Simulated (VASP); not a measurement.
# InP (F-43m) in VASP: a series of runs, part 3 of 3

VASP 6.6.1. The steps go on from the part before.

**6. Single point, PBE**

This run uses another cell than the first one, of 26.68 Å³/atom, 1.128 times its volume.

Contents of INCAR:

```
SYSTEM = InP
PREC = Accurate
ENCUT = 500
EDIFF = 1E-6
ISMEAR = 0
SIGMA = 0.01
LREAL = .FALSE.
LASPH = .TRUE.
NELM = 120
ALGO = Normal
ISIF = 2
LWAVE = .FALSE.
LCHARG = .FALSE.
GGA = PE
NBANDS = 16
GGA_COMPAT = .FALSE.
```

Contents of KPOINTS:

```
Automatic mesh
0
G
  6 6 6
  0 0 0
```

Contents of POSCAR:

```
InP
1.0
    0.0000000000      2.9879753761      2.9879753761
    2.9879753761      0.0000000000      2.9879753761
    2.9879753761      2.9879753761      0.0000000000
In P
1 1
Direct
    0.0000000000      0.0000000000      0.0000000000
    0.2500000000      0.2500000000      0.2500000000
```

Potentials or basis: VASP PAW PBE potentials, release 64 (In_d, P).

Launch:

```bash
> cat potpaw_PBE.64/In_d/POTCAR potpaw_PBE.64/P/POTCAR > POTCAR
> mpirun -np 1 vasp_std > vasp.out
```

OUTCAR:

```text
SYSTEM = InP
   PREC = Accurate
   ENCUT = 500
   EDIFF = 1E-6
   ISMEAR = 0
   LREAL = .FALSE.
   LASPH = .TRUE.
   NELM = 120
   ISIF = 2
   GGA = PE

 ion  position               nearest neighbor table
   1  0.000  0.000  0.000-   2 2.59   2 2.59   2 2.59   2 2.59
   2  0.250  0.250  0.250-   1 2.59   1 2.59   1 2.59   1 2.59

  LATTYP: Found a face centered cubic cell.
 ALAT       =     5.9759507522

  Lattice vectors:

 A1 = (   0.0000000000,   2.9879753761,   2.9879753761)
 A2 = (   2.9879753761,   0.0000000000,   2.9879753761)
 A3 = (   2.9879753761,   2.9879753761,   0.0000000000)

Analysis of symmetry for initial positions (statically):
=====================================================================
 Subroutine PRICEL returns:
 Original cell was already a primitive cell.

 Routine SETGRP: Setting up the symmetry group for a
 face centered cubic supercell.

 Subroutine GETGRP returns: Found 24 space group operations
 (whereof 24 operations were pure point group operations)
 out of a pool of 48 trial point group operations.

The static configuration has the point symmetry T_d .

Analysis of symmetry for dynamics (positions and initial velocities):
=====================================================================
 Subroutine PRICEL returns:
 Original cell was already a primitive cell.

 Routine SETGRP: Setting up the symmetry group for a
 face centered cubic supercell.

 Subroutine GETGRP returns: Found 24 space group operations
 (whereof 24 operations were pure point group operations)
 out of a pool of 48 trial point group operations.

The dynamic configuration has the point symmetry T_d .

 Subroutine INISYM returns: Found 24 space group operations
 (whereof 24 operations are pure point group operations),
 and found     1 'primitive' translations

----------------------------------------------------------------------------------------

                                     Primitive cell

  volume of cell :      53.3533

  direct lattice vectors                    reciprocal lattice vectors
     0.000000000  2.987975376  2.987975376    -0.167337390  0.167337390  0.167337390
     2.987975376  0.000000000  2.987975376     0.167337390 -0.167337390  0.167337390
     2.987975376  2.987975376  0.000000000     0.167337390  0.167337390 -0.167337390

  length of vectors
     4.225635301  4.225635301  4.225635301     0.289836861  0.289836861  0.289836861

  position of ions in fractional coordinates (direct lattice)
     0.000000000  0.000000000  0.000000000
     0.250000000  0.250000000  0.250000000

  ion indices of the primitive-cell ions
   primitive index   ion index
                 1           1
                 2           2

----------------------------------------------------------------------------------------

 KPOINTS: Automatic mesh

Automatic generation of k-mesh.
 Grid dimensions read from file:
 generate k-points for:    6    6    6

 Generating k-lattice:

  Cartesian coordinates                     Fractional coordinates (reciprocal lattice)
    -0.027889565  0.027889565  0.027889565     0.166666667  0.000000000  0.000000000
     0.027889565 -0.027889565  0.027889565     0.000000000  0.166666667  0.000000000
     0.027889565  0.027889565 -0.027889565     0.000000000  0.000000000  0.166666667

  Length of vectors
     0.048306144  0.048306144  0.048306144

  Shift w.r.t. Gamma in fractional coordinates (k-lattice)
     0.000000000  0.000000000  0.000000000

 Subroutine IBZKPT returns following result:
 ===========================================

 Found     16 irreducible k-points:

 Following reciprocal coordinates:
            Coordinates               Weight
  0.000000  0.000000  0.000000      1.000000
  0.166667  0.000000  0.000000      8.000000
  0.333333  0.000000  0.000000      8.000000
  0.500000  0.000000  0.000000      4.000000
  0.166667  0.166667  0.000000      6.000000
  0.333333  0.166667  0.000000     24.000000
[... 8 lines left out ...]
 -0.333333  0.333333  0.166667     24.000000
 -0.333333  0.500000  0.166667     12.000000
   k-points           NKPTS =     16   k-points in BZ     NKDIM =     16   number of bands    NBANDS=     16
   number of dos      NEDOS =    301   number of ions     NIONS =      2
   total plane-waves  NPLWV =  32768
   dimension x,y,z NGX =    32 NGY =   32 NGZ =   32
   dimension x,y,z NGXF=    64 NGYF=   64 NGZF=   64
   ions per type =               1   1
   NGX,Y,Z   is equivalent  to a cutoff of  12.59, 12.59, 12.59 a.u.
   NGXF,Y,Z  is equivalent  to a cutoff of  25.18, 25.18, 25.18 a.u.
 SYSTEM =  InP
   PREC   = accura    normal or accurate (medium, high low for compatibility)
   ISTART =      0    job   : 0-new  1-cont  2-samecut
   ICHARG =      2    charge: 1-file 2-atom 10-const
   ISPIN  =      1    spin polarized calculation?
   LNONCOLLINEAR =      F non collinear calculations
   LSORBIT =      F    spin-orbit coupling
   LASPH  =      T    aspherical Exc in radial PAW
   ENCUT  =  500.0 eV  36.75 Ry    6.06 a.u.   7.70  7.70  7.70*2*pi/ulx,y,z
   NELM   =    120;   NELMIN=  2; NELMDL= -5     # of ELM steps
   EDIFF  = 0.1E-05   stopping-criterion for ELM
   LREAL  =      F    real-space projection
   EDIFFG = 0.1E-04   stopping-criterion for IOM
   NSW    =      0    number of steps for IOM
   IBRION =     -1    ionic relax: 0-MD 1-quasi-New 2-CG
   NFREE  =      0    steps in history (QN), initial steepest desc. (CG)
   ISIF   =      2    stress and relaxation
   ISYM   =      2    0-nonsym 1-usesym 2-fastsym
   POTIM  = 0.5000    time-step for ionic-motion
   TEBEG  =    0.0;   TEEND  =   0.0 temperature during run
   PSTRESS=    0.0 pullay stress
   NELECT =      18.0000    total number of electrons
   NUPDOWN=      -1.0000    fix difference up-down
   EMIN   =  10.00;   EMAX   =-10.00  energy-range for DOS
   EFERMI =   0.00;   METHOD = LEGACY
   ISMEAR =     0;   SIGMA  =   0.01  broadening in eV -4-tet -1-fermi 0-gaus
   EFERMI_NEDOS =   21; number of points for ismear=-14 and -15
   IALGO  =     38    algorithm
   IMIX   =      4    mixing-type and parameters
     AMIX     =   0.40;   BMIX     =  1.00
     AMIX_MAG =   1.60;   BMIX_MAG =  1.00
  volume/ion in A,a.u.               =      26.68       180.02
  Fermi-wavevector in a.u.,A,eV,Ry     =   1.139669  2.153662 17.671858  1.298845
  Thomas-Fermi vector in A             =   2.276372
   LORBIT       =      0    0 simple, 1 ext, 2 COOP (PROOUT), +10 PAW based schemes
   GGA     = PE    functional components
   LHFCALC =     F    Hartree Fock is set to
   AEXX    =    0.0000 exact exchange contribution
   IVDW    =     0    specifies the selected vdW correction
   LEPSILON=     F    determine dielectric tensor
   LRPA    =     F    only Hartree local field effects (RPA)
 non-spin polarized calculation
 Gauss-broadening in eV      SIGMA  =   0.01
  energy-cutoff  :      500.00
  volume of cell :       53.35
 maximum number of plane-waves:      1363
   NGX = 15   NGY = 15   NGZ = 15

 number of electron      18.0000002 magnetization

 Free energy of the ion-electron system (eV)
  ---------------------------------------------------
  ext. energy  EPLUGINS =         0.00000000
  ---------------------------------------------------
  free energy    TOTEN  =        -8.39473383 eV

  energy without entropy =       -8.39473383  energy(sigma->0) =       -8.39473383

 E-fermi :   4.6547     XC(G=0):  -9.0244

 val. band max:        4.5785990213   @ k =   0.0000   0.0000   0.0000
 cond. band min:       4.9698738333   @ k =   0.0000   0.0000   0.0000
 fundamental gap:      0.3912748120
 Fermi energy:         4.6547285291

 k-point     1 :       0.0000    0.0000    0.0000
  band No.  band energies     occupation
      1      -9.5124      2.00000
      2      -9.5124      2.00000
      3      -9.5124      2.00000
      4      -9.3877      2.00000
      5      -9.3877      2.00000
      6      -6.5565      2.00000
[... 8 lines left out ...]
     15      13.9299      0.00000
     16      13.9299      0.00000
[... 267 lines left out ...]
 k-point    16 :      -0.3333    0.5000    0.1667
  band No.  band energies     occupation
      1      -9.6426      2.00000
      2      -9.4536      2.00000
      3      -9.4330      2.00000
      4      -9.4101      2.00000
      5      -9.3697      2.00000
      6      -4.3821      2.00000
[... 8 lines left out ...]
     15      15.6167      0.00000
     16      16.2713      0.00000

------------------------ aborting loop because EDIFF is reached ----------------------------------------

  FORCE on cell =-STRESS in cart. coord.  units (eV):
  Direction    XX          YY          ZZ          XY          YZ          ZX
  --------------------------------------------------------------------------------------
  -------------------------------------------------------------------------------------
  Total       -0.1821530     -0.1821530     -0.1821530      0.0000000     -0.0000000      0.0000000
  in kB       -5.4699807     -5.4699807     -5.4699807      0.0000000     -0.0000000      0.0000000
  external PRESSURE =      -5.4699807 kB  Pullay stress =       0.0000000 kB

 VOLUME and BASIS-vectors are now :
 -----------------------------------------------------------------------------
  energy-cutoff  :      500.00
  volume of cell :       53.35
      direct lattice vectors                 reciprocal lattice vectors
     0.000000000  2.987975376  2.987975376    -0.167337390  0.167337390  0.167337390
     2.987975376  0.000000000  2.987975376     0.167337390 -0.167337390  0.167337390
     2.987975376  2.987975376  0.000000000     0.167337390  0.167337390 -0.167337390

 POSITION                                       TOTAL-FORCE (eV/Angst)
 -----------------------------------------------------------------------------------
      0.00000      0.00000      0.00000         0.000000     -0.000000      0.000000
      1.49399      1.49399      1.49399        -0.000000      0.000000     -0.000000
 -----------------------------------------------------------------------------------
    total drift:                               -0.000000     -0.000000     -0.000000

  FREE ENERGIE OF THE ION-ELECTRON SYSTEM (eV)
  ---------------------------------------------------
  free  energy   TOTEN  =        -8.3947338281 eV

  energy  without entropy=       -8.3947338281  energy(sigma->0) =       -8.39473383
```

OSZICAR:

```text
N       E                     dE             d eps       ncg     rms          rms(c)
DAV:   1     0.104726971614E+03    0.10473E+03   -0.83087E+03   520   0.119E+03
DAV:   2    -0.161047889694E+01   -0.10634E+03   -0.10096E+03   552   0.276E+02
DAV:   3    -0.860323652283E+01   -0.69928E+01   -0.69572E+01   664   0.719E+01
DAV:   4    -0.878873878832E+01   -0.18550E+00   -0.18541E+00   664   0.127E+01
DAV:   5    -0.879771634717E+01   -0.89776E-02   -0.89774E-02   752   0.232E+00    0.519E+00
DAV:   6    -0.841703264118E+01    0.38068E+00   -0.62372E-01   816   0.122E+01    0.311E+00
DAV:   7    -0.839302627906E+01    0.24006E-01   -0.14377E-01   736   0.283E+00    0.120E+00
DAV:   8    -0.839381877591E+01   -0.79250E-03   -0.13882E-02   608   0.135E+00    0.261E-01
DAV:   9    -0.839450705488E+01   -0.68828E-03   -0.12886E-03   632   0.386E-01    0.142E-01
DAV:  10    -0.839465380034E+01   -0.14675E-03   -0.20688E-04   704   0.167E-01    0.888E-02
DAV:  11    -0.839473461908E+01   -0.80819E-04   -0.12575E-04   544   0.912E-02    0.419E-02
DAV:  12    -0.839473382815E+01    0.79094E-06   -0.69754E-06   656   0.243E-02
   1 F= -.83947338E+01 E0= -.83947338E+01  d E =-.529131E-29
```

Run time: 12 s. Hardware: 1 thread of AMD EPYC 7R43 (Zen 3), shared host; peak memory 0.14 GiB.

Results:

```
Free energy            : -8.3947 eV
Pressure               : -0.5 GPa
Band gap on the k mesh : 0.39 eV, direct
```

Levels at points of the mesh, in eV from the valence-band top:
| k point | band 5 | band 6 | band 7 | band 8 | band 9 | band 10 | band 11 | band 12 | band 13 | band 14 |
| --- | --- | --- | --- | --- | --- | --- | --- | --- | --- | --- |
| (0.00, 0.00, 0.00) | -13.97 | -11.14 | 0.00 | 0.00 | 0.00 | 0.39 | 4.08 | 4.08 | 4.08 | 8.31 |
| (0.50, 0.00, 0.00) | -13.96 | -9.60 | -5.44 | -0.89 | -0.89 | 1.36 | 4.80 | 4.80 | 6.97 | 9.22 |
| (0.50, 0.50, 0.00) | -13.94 | -9.01 | -5.51 | -2.13 | -2.13 | 1.85 | 2.26 | 8.86 | 9.20 | 9.20 |

Caveat: spin-orbit coupling is left out, which moves the levels of the heavy elements.

**7. The runs side by side**

| cell | gap on the mesh (eV) | pressure (GPa) |
| --- | --- | --- |
| a = 4.060 Å, angles 60.0°, 2 atoms | 1.05 | 8.6 |
| a = 4.117 Å, angles 60.0°, 2 atoms | 0.82 | 4.9 |
| a = 4.172 Å, angles 60.0°, 2 atoms | 0.60 | 1.9 |
| a = 4.199 Å, angles 60.0°, 2 atoms | 0.50 | 0.6 |
| a = 4.226 Å, angles 60.0°, 2 atoms | 0.39 | -0.5 |

Alike in all rows: task single point; level PBE; potentials or basis VASP PAW PBE potentials, release 64 (In_d, P); no spin polarisation; k mesh 6 × 6 × 6; cutoff (eV) 500; smearing gaussian 0.01 eV.

Caveats: spin-orbit coupling is left out, which moves the levels of the heavy elements.

Absolute energies hang on the potentials; compare differences alone.

**8. Comparison with measurements**

Step 4. Measured gap of InP: 1.4236 eV (direct; 1.6 K; a printed reference work, data compilation). This calculation gives 0.60 eV (-0.82 eV). Spin-orbit coupling on In is left out. The value is that of PBE, without temperature or zero-point motion. Semilocal functionals fall short of measured gaps as a rule.

Step 5. A measured gap of InP is 1.4236 eV (direct; 1.6 K; a printed reference work, data compilation); the calculated 0.50 eV misses it by -0.93 eV. Spin-orbit coupling on In is left out. The value is that of PBE, without temperature or zero-point motion. Semilocal functionals fall short of measured gaps as a rule.

Step 6. Against the measured gap of InP, 1.4236 eV (direct; 1.6 K; a printed reference work, data compilation), the calculated 0.39 eV is off by -1.03 eV. So large a miss can be the level of theory's own, or it may mean another phase, state or a wrong row. Spin-orbit coupling on In is left out. The value is that of PBE, without temperature or zero-point motion. Semilocal functionals fall short of measured gaps as a rule.
